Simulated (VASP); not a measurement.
A run of VASP 6.6.1:

Contents of INCAR:

```
SYSTEM = GaN
PREC     = Accurate       ! precision mode
ENCUT    = 520            ! plane-wave cutoff, eV
EDIFF    = 1E-7           ! SCF threshold, eV
ISMEAR   = 0              ! smearing method
SIGMA    = 0.05           ! smearing width, eV
LREAL    = Auto         
LASPH    = .TRUE.         ! aspherical terms in the spheres
NELM     = 100            ! most SCF steps
ALGO     = Fast           ! electronic algorithm
ISIF     = 2              ! what is computed and relaxed
LWAVE    = .FALSE.        ! write WAVECAR
LCHARG   = .FALSE.        ! write CHGCAR
LDIPOL   = .TRUE.       
IDIPOL   = 3            
DIPOL    = 0.5 0.5 0.499
GGA      = PE             ! functional
IVDW     = 12             ! dispersion correction
NBANDS   = 126            ! bands
```

File KPOINTS:

```
regular mesh
0
G
  3 3 1
  0 0 0
```

POSCAR

```
GaN
1.0
    6.3931260411      0.0000000000      0.0000000000
    0.0000000000      5.2085710300      0.0000000000
    0.0000000000      0.0000000000     22.4593778214
Ga N
12 12
Direct
    0.5000000000      0.0008110332      0.3561986473
    0.0000000000      0.0008110332      0.3561986473
    0.7500000000      0.5008110332      0.3972847481
    0.2500000000      0.5008110332      0.3972847481
    0.7500000000      0.0008110332      0.4794569496
    0.2500000000      0.0008110332      0.4794569496
    0.0000000000      0.4985576276      0.5181504994
    0.5000000000      0.4985576276      0.5181504994
    0.0000000000      0.0043178432      0.6064525263
    0.5000000000      0.0043178432      0.6064525263
    0.2500000000      0.4696438624      0.6314929062
    0.7500000000      0.4696438624      0.6314929062
    0.5000000000      0.6241889668      0.3561986473
    0.0000000000      0.6241889668      0.3561986473
    0.7500000000      0.1241889668      0.3972847481
    0.2500000000      0.1241889668      0.3972847481
    0.7500000000      0.6241889668      0.4794569496
    0.2500000000      0.6241889668      0.4794569496
    0.0000000000      0.1230416541      0.5194060770
    0.5000000000      0.1230416541      0.5194060770
    0.0000000000      0.6288801688      0.6035775599
    0.5000000000      0.6288801688      0.6035775599
    0.2500000000      0.1227596428      0.6428341975
    0.7500000000      0.1227596428      0.6428341975
```

Potentials or basis: VASP PAW PBE potentials, release 64 (Ga_d, N).

The run is started by

```sh
$ cat potpaw_PBE.64/Ga_d/POTCAR potpaw_PBE.64/N/POTCAR > POTCAR
$ mpirun -np 1 vasp_std > vasp.out
```

Hardware: 1 thread of Intel(R) Xeon(R) Platinum 8488C (Sapphire Rapids), on a shared host.

**Question.** How long does it take, and how much memory?

**Answer.** It took 11 min on 1 thread of Intel(R) Xeon(R) Platinum 8488C (Sapphire Rapids), with other jobs on the host, peak memory 0.77 GiB. Counts: scf iterations 29, k points 4.
